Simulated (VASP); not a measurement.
# SrTiO3: band structure with LDA

Crystal: SrTiO3.

```
CELL_PARAMETERS angstrom
3.93988 0.00000 0.00000
0.00000 3.93988 0.00000
0.00000 0.00000 3.93988
ATOMIC_POSITIONS crystal
Sr 0.00000 0.00000 0.00000
Ti 0.50000 0.50000 0.50000
O 0.50000 0.00000 0.50000
O 0.50000 0.50000 0.00000
O 0.00000 0.50000 0.50000
```

The cell is a database's computed one.

```
Program                : VASP 6.6.1
Task                   : band structure
Functional             : LDA
Potentials or basis    : VASP PAW LDA potentials, release 64 (Sr_sv, Ti_sv, O)
Cutoff                 : 450 eV
k mesh                 : 10 × 10 × 10
Occupations            : gaussian, width 0.02 eV
Spin                   : no spin polarisation
Further INCAR settings : ALGO = Normal; EDIFF = 1e-06; NBANDS = 28
```

```
Band gap on the k mesh  : 1.71 eV, indirect (least direct gap 2.08 eV)
Band gap along the path : 1.71 eV, indirect (least direct gap 2.08 eV)
```

Levels at the corners of the path, in eV from the valence-band top:
```tsv
point	band 18	band 19	band 20	band 21	band 22	band 23
Γ	-0.37	-0.37	-0.37	1.71	1.71	1.71
X	-1.96	-0.74	-0.74	1.87	3.61	3.61
X	-1.96	-0.74	-0.74	1.87	3.61	3.61
M	-1.56	-1.56	-0.09	3.61	3.61	4.05
M	-1.56	-1.56	-0.09	3.61	3.61	4.05
Γ	-0.37	-0.37	-0.37	1.71	1.71	1.71
Γ	-0.37	-0.37	-0.37	1.71	1.71	1.71
R	0.00	0.00	0.00	4.27	4.27	4.27
R	0.00	0.00	0.00	4.27	4.27	4.27
X	-1.96	-0.74	-0.74	1.87	3.61	3.61
M	-1.56	-1.56	-0.09	3.61	3.61	4.05
R	0.00	0.00	0.00	4.27	4.27	4.27
```

Run time: 21 s on 4 MPI ranks on AMD EPYC 9R45 96-Core Processor (Zen 5), on a shared host, peak memory 0.17 GiB a rank.

Caveat: the log is that of the step along the path at fixed density, whose energy, stress, charges and moments have no meaning. As with any semilocal functional, this LDA gap is likely too small.
